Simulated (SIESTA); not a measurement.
Runs of SIESTA 5.4.2 on HfO2. Symmetry: Fm-3m, No. 225, cubic system. Conventional cell: a = 5.115 Å, b = 5.115 Å, c = 5.115 Å, α = 90.00°, β = 90.00°, γ = 90.00°. Hf (site symmetry m-3m) is surrounded by 8 O at 2.21 Å. O (site symmetry -43m) is surrounded by 4 Hf at 2.21 Å. Measurements of this composition are mostly on another form, of space group No. 14.

```csv
level,U,gap on the mesh (eV),pressure (GPa)
PBE+U,Hf d U = 2 eV,4.06,(c)
PBE+U,Hf d U = 8 eV,5.35,(a)
PBE+U,Hf d U = 6 eV,4.97,14.9
PBE,-,3.70,0.2
PBE+U,Hf d U = 4 eV,4.48,(b)
```

Alike in all rows: task single point; potentials or basis PseudoDojo 0.4 standard (PBE files), DZP (energy shift 0.003 Ry; two zetas on semicore shells); no spin polarisation; cell as given; k mesh 9 × 9 × 9; smearing fermi-dirac 0.05 eV; grid cutoff 800 Ry; energy shift 0.003 Ry.

Problem. Fill in the values left out.

Solution. (a) 20.0; (b) 9.8; (c) 4.9.

Caveats: short orbitals over semicore shells can move pressures by several GPa; spin-orbit coupling is left out, which moves the levels of the heavy elements; an odd mesh through Γ misses points on the zone boundary, where band edges often lie; the basis of atomic orbitals isn't converged, which shifts pressures, moduli and gaps.

A k mesh can miss the band edges, and the runs leave out spin-orbit coupling on Hf.
